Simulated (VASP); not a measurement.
Pb: RPA correlation energy with PBE

The system is Pb.

```
Pb
1.0
     0.00000    2.46736    2.46736
     2.46736    0.00000    2.46736
     2.46736    2.46736    0.00000
Pb
1
Direct
  0.00000 0.00000 0.00000
```

```json
{"Program": "VASP 6.6.1", "Task": "RPA correlation energy", "Functional": "PBE", "Potentials or basis": "VASP PAW PBE potentials, release 64 (Pb_d_GW)", "Cutoff": "450 eV", "k mesh": "6 × 6 × 6", "Occupations": "gaussian, width 0.05 eV", "Spin": "no spin polarisation", "Cutoff of the response function": "250", "Frequency points": "12", "Further INCAR settings": "ALGO = ACFDT; EDIFF = 1e-08; NBANDS = 660"}
```

* Band gap on the k mesh, mean-field level: none (metal or under the smearing width)
* RPA correlation energy: -18.522 eV/atom
* RPA total energy per cell: -24.432 eV
* RPA correlation energy per cell: -18.522 eV

Levels at points of the mesh, in eV from the Fermi level:
| k point | band 5 | band 6 | band 7 | band 8 | band 9 | band 10 | band 11 | band 12 |
| --- | --- | --- | --- | --- | --- | --- | --- | --- |
| (0.00, 0.00, 0.00) | -17.06 | -17.06 | -12.00 | 7.31 | 7.31 | 7.31 | 9.58 | 11.31 |
| (0.50, 0.00, 0.00) | -16.91 | -16.91 | -8.31 | -4.43 | 5.46 | 5.46 | 9.07 | 9.38 |
| (0.50, 0.50, 0.00) | -16.88 | -16.88 | -6.88 | -3.49 | 1.88 | 1.88 | 5.25 | 6.51 |

It took 47 min on 1 thread of Intel(R) Xeon(R) 6975P-C (Granite Rapids), on a shared host, peak memory 1.8 GiB.

Caveat: the k mesh is coarse (spacing up to 0.37 Å⁻¹), so the values aren't converged; the ground state has no gap, which makes the many-body step unreliable. Spin-orbit coupling is left out, which matters for the levels of Pb.
